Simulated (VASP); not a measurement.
Crystal: Pt.

```
CELL_PARAMETERS angstrom
2.77437 0.00000 0.00000
-1.38718 2.40267 0.00000
0.00000 0.00000 4.53054
ATOMIC_POSITIONS crystal
Pt 0.33333 0.66667 0.25000
Pt 0.66667 0.33333 0.75000
```

This isn't the form of Pt at room conditions, which is fcc.

- Program: VASP 6.6.1
- Task: relaxation of cell and atoms
- Functional: PBE
- Dispersion: D3(BJ)
- Potentials or basis: VASP PAW PBE potentials, release 64 (Pt)
- Cutoff: 600 eV
- k mesh: 18 × 18 × 10
- Occupations: gaussian, width 0.1 eV
- Spin: no spin polarisation

At the start: pressure 2.3 GPa; volume 15.10 Å³/atom.

Task: Where does the relaxation end?

Result: Over 10 steps the energy falls by 18.2 meV/atom and the volume is 15.23 Å³/atom (+0.9 %); space group P6_3/mmc (No. 194, to 0.05 Å).

Step by step:
```
step  energy change (eV)  largest force (eV/Å)  pressure (GPa)  volume (Å³)
   1              0.0000                0.0000            2.26        30.20
   2             -0.0218                0.0000           -5.70        31.12
   3             -0.0238                0.0000           -4.11        30.91
   4             -0.0346                0.0000            0.64        30.42
   5             -0.0361                0.0000           -0.66        30.55
   6             -0.0361                0.0000           -0.73        30.55
   7             -0.0363                0.0000            0.22        30.44
   8             -0.0363                0.0000           -0.07        30.47
   9             -0.0363                0.0000           -0.08        30.47
  10             -0.0363                0.0000            0.00        30.47
```

Final structure:
```
Pt
1.0
     2.73300    0.00000    0.00000
    -1.36650    2.36684    0.00000
     0.00000    0.00000    4.70971
Pt
2
Direct
  0.33333 0.66667 0.25000
  0.66667 0.33333 0.75000
```

Caveat: pairwise dispersion overbinds metals, which lowers pressure and volume.
